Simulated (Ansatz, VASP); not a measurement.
**W (W wire along [111], 19 atoms a period): VASP beside Ansatz**

Wanted: the spread between two codes on one cell, functional and k mesh. The structure shown is the start of the Ansatz relaxation below; VASP solves that cell, so the two are compared at the walk's first step.

Method: plane waves, with VASP 6.6.1 beside it; single point at PBE, in Ansatz 0.2.0.

### Step 1. The structure

The cell holds 19 atoms: 19 W. Its edges and angles: a = 15.766 Å, b = 17.153 Å, c = 2.745 Å, α = 90.0°, β = 90.0°, γ = 90.0°. Vacuum lies along a and b. The structure's axis is c.

### Step 2. Ansatz: relaxation, PBE

Ansatz runs on its PAW soft_1 files.

The two programs are compared at the cell with which this relaxation starts, whose forces are those of its first step.

The input, input.yaml:

```yaml
crystal:
  lattice:
    - [15.766, 0.0, 0.0]
    - [0.0, 17.153, 0.0]
    - [0.0, 0.0, 2.74530053]
  atoms:
    - { symbol: W, position: [0.215653939, 0.500005149, 0.0] }
    - { symbol: W, position: [0.357828777, 0.726346969, 0.0] }
    - { symbol: W, position: [0.500003615, 0.500005149, 0.0] }
    - { symbol: W, position: [0.642178453, 0.726346969, 0.0] }
    - { symbol: W, position: [0.215653939, 0.650899696, 0.333333333] }
    - { symbol: W, position: [0.357828777, 0.424557876, 0.333333333] }
    - { symbol: W, position: [0.500003615, 0.198216056, 0.333333333] }
    - { symbol: W, position: [0.500003615, 0.650899696, 0.333333333] }
    - { symbol: W, position: [0.642178453, 0.424557876, 0.333333333] }
    - { symbol: W, position: [0.784353291, 0.650899696, 0.333333333] }
    - { symbol: W, position: [0.215653939, 0.349110602, 0.666666667] }
    - { symbol: W, position: [0.357828777, 0.575452423, 0.666666667] }
    - { symbol: W, position: [0.500003615, 0.349110602, 0.666666667] }
    - { symbol: W, position: [0.500003615, 0.801794243, 0.666666667] }
    - { symbol: W, position: [0.642178453, 0.575452423, 0.666666667] }
    - { symbol: W, position: [0.784353291, 0.349110602, 0.666666667] }
    - { symbol: W, position: [0.357828777, 0.273663329, 0.0] }
    - { symbol: W, position: [0.642178453, 0.273663329, 0.0] }
    - { symbol: W, position: [0.784353291, 0.500005149, 0.0] }
kpoints:
  mp_grid: { grid: [1, 1, 30] }
scf:
  occupations: { method: fermi_dirac, width: 0.05 }
hamiltonian:
  xc: pbe
  pseudopotentials: { kind: paw, azcp: { folder: soft_1 } }
relax:
  cell: { fix: [a, b, alpha, beta, gamma] }
  max_steps: 45
  f_tol: 0.03
```

Command:

```
$ ansatz run input.yaml --threads 4 --pin off --max-ram 16384MiB --backend cpu --events-out ev --progress --plain --runs-dir out
```

Numbers of over 12 decimals in the logs are rounded to 6 here.

Log:

```text
Engine: ansatz 0.2.0, aarch64-unknown-linux-gnu
Pseudopotentials: kind: paw
Pseudopotential: W, paw, valence charge 14, recommended cutoff 420 eV (normal), soft_1/W.paw.azcp
Functional definition: PBE
  parameter kappa = 0.804
  parameter beta = 0.066725
  exchange = pbe_x(kappa = kappa, mu = beta*pi^2/3)
  correlation = pbe_c(beta = beta)
Crystal: 19 atoms, lattice volume = 742.423 Å³
Basis set: ecut = 420 eV, 14517 PW (Γ), exchange–correlation on 216×240×40 points (8 copies of the dense FFT grid, shifted against one another)
Bands: 160, of which v1, the nominal top of the filled ones, is band 133 counted from 1 (132 counted from 0)
Symmetry: 4 space group operations
Space group: P2/m (ITA 10), of the structure as read, at distance tolerance 9.1e-5 Å
k-points: 16 of 30
Non-local potential: W, projectors of the file, l = 0: 3, l = 1: 2, l = 2: 2, l = 3: 1
PAW form: soft (Blöchl's): semilocal exchange-correlation on the pseudo side does not see the compensation charge
PAW one-centre angular grid: W, 590 points (default); XC on 64 Gauss nodes
Initial density: superposition of atomic densities (neutral atoms: chi_scale 0, normalization atom)
Initial wavefunctions: pseudopotential atomic-orbital guess
Functional: x = pbe(κ = 0.804, μ = 0.219515), c = pbe(β = 0.066725)
SCF iter   1: F=—  HF=-197320.523856 eV  |F-HF|=—  |Δ(HF+E_count)|=         —  Δρ=4.81e-2  dr2=1.10e2  ethr=3.10e-3  ⟨swp⟩=9.3  Hψ=11478  notcnv=0  defer=1
preconditioner: auto → LDOS  [metal: Δε(μ)=0.027 eV  Ē_g=4.648 eV  σ=0.050 eV  W_gap=0.13  n_scr=116 (ndim 8)  ℏωp=14.6 eV  f_vac=0.451  D(μ)=19.81/eV (n_scr^D=104)  β→1.0]
SCF iter   2: F=—  HF=-197313.692907 eV  |F-HF|=—  |Δ(HF+E_count)|=    6.83e0  Δρ=3.32e-2  dr2=4.18e1  ethr=3.10e-3  ⟨swp⟩=5.2  Hψ=6932  notcnv=0  defer=59
SCF iter   3: F=—  HF=-197309.375757 eV  |F-HF|=—  |Δ(HF+E_count)|=    4.32e0  Δρ=7.62e-3  dr2=1.65e0  ethr=3.10e-3  ⟨swp⟩=4.4  Hψ=6181  notcnv=0  defer=107
SCF iter   4: F=—  HF=-197309.074510 eV  |F-HF|=—  |Δ(HF+E_count)|=   3.01e-1  Δρ=2.61e-3  dr2=1.20e-1  ethr=6.21e-4  ⟨swp⟩=3.5  Hψ=4247  notcnv=0  defer=98
SCF iter   5: F=—  HF=-197309.078659 eV  |F-HF|=—  |Δ(HF+E_count)|=   4.15e-3  Δρ=1.06e-3  dr2=2.44e-2  ethr=4.53e-5  ⟨swp⟩=3.0  Hψ=4323  notcnv=0  defer=98
SCF iter   6: F=—  HF=-197309.076596 eV  |F-HF|=—  |Δ(HF+E_count)|=   2.06e-3  Δρ=3.05e-4  dr2=1.56e-3  ethr=9.18e-6  ⟨swp⟩=2.6  Hψ=4331  notcnv=0  defer=96
SCF iter   7: F=—  HF=-197309.076620 eV  |F-HF|=—  |Δ(HF+E_count)|=   2.34e-5  Δρ=9.25e-5  dr2=1.65e-4  ethr=5.85e-7  ⟨swp⟩=3.2  Hψ=4767  notcnv=0  defer=96
SCF iter   8: F=—  HF=-197309.076634 eV  |F-HF|=—  |Δ(HF+E_count)|=   1.41e-5  Δρ=3.78e-5  dr2=2.47e-5  ethr=6.21e-8  ⟨swp⟩=2.5  Hψ=3773  notcnv=0  defer=96
SCF iter   9: F=—  HF=-197309.076702 eV  |F-HF|=—  |Δ(HF+E_count)|=   6.76e-5  Δρ=1.29e-5  dr2=1.96e-6  ethr=9.27e-9  ⟨swp⟩=2.6  Hψ=4198  notcnv=0  defer=96
SCF iter  10: F=—  HF=-197309.076703 eV  |F-HF|=—  |Δ(HF+E_count)|=   1.08e-6  Δρ=4.18e-6  dr2=2.41e-7  ethr=7.36e-10  ⟨swp⟩=2.9  Hψ=4391  notcnv=0  defer=96
SCF iter  11: F=-197309.076703 eV  HF=-197309.076703 eV  |F-HF|=2.18e-9  |Δ(HF+E_count)|=   4.92e-8  Δρ=1.43e-6  dr2=2.42e-8  ethr=3.76e-11  ⟨swp⟩=5.0  Hψ=8668  notcnv=0
SCF 1 converged in 11 iterations: F = -197309.076703 eV  dr2 = 2.42e-8
  greatest PAW one-centre occupation: 0.999 electrons in one spin orbital (limit 2), on the W atom at site 12 (counted from 0), in its partial waves of l = 0
relax step   1: F+E_penalty+E_count = -197309.07670271 eV  Δ(F+E_penalty+E_count) = +0.000e0 eV  max|allowed force component| = 1.740e0 eV/Å  Δτ_max = 0.0000 Å  P = -5.616 GPa  Ω = 742.423 Å³  fix = [a, b, alpha, beta, gamma]  reactions: a -5.191, b -5.137 GPa; alpha -0.001 GPa/rad  (11 SCF iters, dr2 threshold 1.00e-7 eV, accepted)
[...]
relax step   7: F+E_penalty+E_count = -197310.39872596 eV  Δ(F+E_penalty+E_count) = +1.266e-4 eV  max|allowed force component| = 3.492e-2 eV/Å  Δτ_max = 0.0075 Å  P = -0.010 GPa  Ω = 727.857 Å³  energy of the carried Pulay correction = +3.117e-3 eV  fix = [a, b, alpha, beta, gamma]  (7 SCF iters, dr2 threshold 1.03e-7 eV, rejected (line search))
[...]
relax step   8: F+E_penalty+E_count = -197310.39950025 eV  Δ(F+E_penalty+E_count) = -6.477e-4 eV  max|allowed force component| = 2.159e-3 eV/Å  Δτ_max = 0.0037 Å  P = -0.041 GPa  Ω = 727.675 Å³  energy of the carried Pulay correction = +3.157e-3 eV  fix = [a, b, alpha, beta, gamma]  reactions: a -0.105, b -0.006 GPa; alpha +0.004 GPa/rad  (9 SCF iters, accepted)
[...]
relax step   9: F+E_penalty+E_count = -197310.39638437 eV  Δ(F+E_penalty+E_count) = +3.116e-3 eV  max|allowed force component| = 2.066e-3 eV/Å  Δτ_max = 0.0000 Å  P = -0.041 GPa  Ω = 727.675 Å³  fix = [a, b, alpha, beta, gamma]  reactions: a -0.104, b -0.005 GPa; alpha +0.004 GPa/rad  stress off target by 1.44e-2 GPa on what of the cell is left free  SCF on the basis re-selected at this cell (its energy is not comparable with the rows above)  (5 SCF iters)
basis re-selected at this cell: Δ(F+E_penalty+E_count) = +3.116e-3 eV, ΔP = +0.000 GPa vs the last step (what re-selecting the basis moved, of the pressure what is left beyond the Pulay correction that the steps carried, after the strain that the cell walked since its last selection, with what the two solves' SCF thresholds leave and, on support functions, any second-order correction that the steps lacked; it is no measure of the basis error at this ecutwfc). The dense FFT grid was sized anew with the basis: this SCF ran on 108×120×18 points, the steps before it on 108×120×20, so part of this shift can come from that change (see relax.cell in the input reference). [rest of the remark cut]
SCF converged after 5 iterations
Free energy (F): -197310.396384 eV
Harris-Foulkes:  -197310.396384 eV  (|F-HF|=2.91e-11)
Internal energy: -197310.256870 eV  (E = F + TS)
E sigma→0 (E₀):  -197310.326627 eV
Entropy (-TS):   -0.139514 eV (-7.343 meV/atom)
Fermi energy:    6.706536 eV
--- Per-component energies (eV) ---
  E_band       = -5723.362165
  E_kinetic    = 8000.690983
  E_local      = -146230.509212  (includes V_loc(G=0)·N_el)
  E_nonlocal   = -471.734573
  E_hartree    = 70218.142406
  E_xc         = -5065.694678
  E_vxc        = -4367.419859  (∫ρ·V_xc dr)
  E_paw        = -162981.038155  (= ΣΔE_a)
  E_vpaw       = -3090.677722  (= ΣTr[D̂ρ^β])
  E_aug_tail   = 0.002828  (compensation charges beyond the density's cutoff)
  E_ewald      = 39219.883531
  E_smearing   = -0.139514  (= −TS)
  E_closure    = -0.000000  (closes the sum)
  Σ components = -197310.396384   (vs F -197310.396384, Δ=0.00e0)
--- Forces (eV/Å), atoms counted from 1 ---
  atom   1  W      0.00136298    -0.00000000     0.00000000
  atom   2  W      0.00098426    -0.00135411    -0.00000806
  atom   3  W      0.00000000     0.00000000     0.00000000
  atom   4  W     -0.00098426    -0.00135411    -0.00000806
  atom   5  W      0.00180149    -0.00125109    -0.00061799
  atom   6  W      0.00031908     0.00024943     0.00136220
  atom   7  W      0.00000000     0.00206581    -0.00084957
  atom   8  W      0.00000000    -0.00025611     0.00080540
  atom   9  W     -0.00031908     0.00024943     0.00136220
  atom  10  W     -0.00180149    -0.00125109    -0.00061799
  atom  11  W      0.00180149     0.00125109     0.00061799
  atom  12  W      0.00031908    -0.00024943    -0.00136220
  atom  13  W      0.00000000     0.00025611    -0.00080540
  atom  14  W      0.00000000    -0.00206581     0.00084957
  atom  15  W     -0.00031908    -0.00024943    -0.00136220
  atom  16  W     -0.00180149     0.00125109     0.00061799
  atom  17  W      0.00098426     0.00135411     0.00000806
  atom  18  W     -0.00098426     0.00135411     0.00000806
  atom  19  W     -0.00136298     0.00000000    -0.00000000
  max |Σ_I F_I| component: 4.34e-19 eV/Å
--- Stress (GPa, compression-positive) ---
       -0.103882       0.000000       0.000000
        0.000000      -0.004712      -0.004063
        0.000000      -0.004063      -0.014384
  P = ⅓ Tr σ = -0.0410 GPa (-0.410 kbar)
--- Relaxed structure (8 steps of the walk, 6 accepted, 1 SCFs on fresh bases) ---
  F+E_penalty+E_count = -197310.39638437 eV   max|allowed force component| = 2.066e-3 eV/Å   (the final SCF, on the basis selected at the relaxed cell)
  cell:  # Å, volume = 727.6753 Å³
    - [15.766, 0, 0]
    - [0, 17.153, 0]
    - [0, 0, 2.690767]
  atoms:
    - { symbol: W, position: [0.216865, 0.5, 1.1640048913772053e-19] }
    - { symbol: W, position: [0.358382, 0.725184, 6.426749682364046e-5] }
    - { symbol: W, position: [0.5, 0.5, 1.1640048913772053e-19] }
    - { symbol: W, position: [0.641618, 0.725184, 6.426749682364062e-5] }
    - { symbol: W, position: [0.222732, 0.647080, 0.363686] }
    - { symbol: W, position: [0.356066, 0.423620, 0.324268] }
    - { symbol: W, position: [0.5, 0.206046, 0.363866] }
    - { symbol: W, position: [0.5, 0.652616, 0.324707] }
    - { symbol: W, position: [0.643934, 0.423620, 0.324268] }
    - { symbol: W, position: [0.777268, 0.647080, 0.363686] }
    - { symbol: W, position: [0.222732, 0.352920, 0.636314] }
    - { symbol: W, position: [0.356066, 0.576380, 0.675732] }
    - { symbol: W, position: [0.5, 0.347384, 0.675293] }
    - { symbol: W, position: [0.5, 0.793954, 0.636134] }
    - { symbol: W, position: [0.643934, 0.576380, 0.675732] }
    - { symbol: W, position: [0.777268, 0.352920, 0.636314] }
    - { symbol: W, position: [0.358382, 0.274816, -6.426749682364012e-5] }
    - { symbol: W, position: [0.641618, 0.274816, -6.426749682364028e-5] }
    - { symbol: W, position: [0.783135, 0.5, 1.1640048913772053e-19] }
```

Reading the cycles: dr2 is the Hartree energy of the density residual (eV), the measure of convergence; HF is the Harris–Foulkes estimate of the energy, which meets the free energy F at convergence.

(Part 1 of 2 ends here.)

[Lines on the potential files, build, host, timing and source positions are cut from VASP's logs without a mark.]

[Logs are printed without paths, hosts, clocks, repeated set-up lines and the standing remarks that a program may print on its own settings, such as how far it seeks lower states.]

[Hosts, paths, dates, database ids (printed as entryN), source tags and the programs' standing remarks are cut or masked in the printed files.]
